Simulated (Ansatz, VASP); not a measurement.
# Ga2P3: VASP beside Ansatz

INCAR

```
SYSTEM = Ga2P3
PREC = Accurate
ENCUT = 520
EDIFF = 1E-7
ISMEAR = 0
SIGMA = 0.1
LREAL = .False.
LASPH = .True.
NELM = 60
ALGO = Normal
ISIF = 2
LWAVE = .False.
LCHARG = .True.
GGA = PE
LELF = .True.
LVHAR = .True.
NBANDS = 28
```

File KPOINTS:

```
Automatic mesh
0
Gamma
  6 6 6
  0 0 0
```

POSCAR

```
Ga2P3
1.0
    1.7635793778      1.0182030285      8.1750850016
   -1.7635793778      1.0182030285      8.1750850016
    0.0000000000     -2.0364060570      8.1750850016
Ga P
2 3
Direct
    0.4000000000      0.4000000000      0.4000000000
    0.6000000000      0.6000000000      0.6000000000
    0.0000000000      0.0000000000      0.0000000000
    0.2095000000      0.2095000000      0.2095000000
    0.7905000000      0.7905000000      0.7905000000
```

Input for Ansatz:

```yaml
crystal:
  lattice:
    - [1.7635793778, 1.0182030285, 8.1750850016]
    - [-1.7635793778, 1.0182030285, 8.1750850016]
    - [0.0, -2.036406057, 8.1750850016]
  atoms:
    - { symbol: Ga, position: [0.4, 0.4, 0.4] }
    - { symbol: Ga, position: [0.6, 0.6, 0.6] }
    - { symbol: P, position: [0.0, 0.0, 0.0] }
    - { symbol: P, position: [0.2095, 0.2095, 0.2095] }
    - { symbol: P, position: [0.7905, 0.7905, 0.7905] }
basis:
  ecutwfc: 420
kpoints:
  mp_grid: { grid: [6, 6, 6] }
hamiltonian:
  xc: pbe
scf:
  occupations: { method: gaussian, width: 0.1 }
  lower_state_search: "off"
output:
  forces: true
  stress: true
  eigenvalues: true
```

Alike in both runs: task single point; functional PBE; k mesh 6 × 6 × 6; occupations gaussian, width 0.1 eV; no spin polarisation.

```csv
,VASP,Ansatz
version,VASP 6.6.1,Ansatz 0.2.0
potentials or method,"VASP PAW PBE potentials, release 64 (Ga_d, P)","scalar-relativistic, plane waves, PAW"
plane-wave cutoff (eV),520,420
valence electrons in the cell,41,41
```

|  | VASP | Ansatz | Ansatz less VASP |
| --- | --- | --- | --- |
| gap on the k mesh at the Fermi level (eV) | none | none | - |
| pressure (GPa) | -1.2 | -1.2 | -0.04 |
| largest component of the traceless stress (GPa) | 5.46 | 5.47 | +0.012 |
| rms of the force components (eV/Å) | 0.323 | 0.322 | -0.0015 |

Atom by atom the forces differ by 0.002 eV/Å (rms over components). A gap of «none» marks a metal or a gap that the smearing closes.
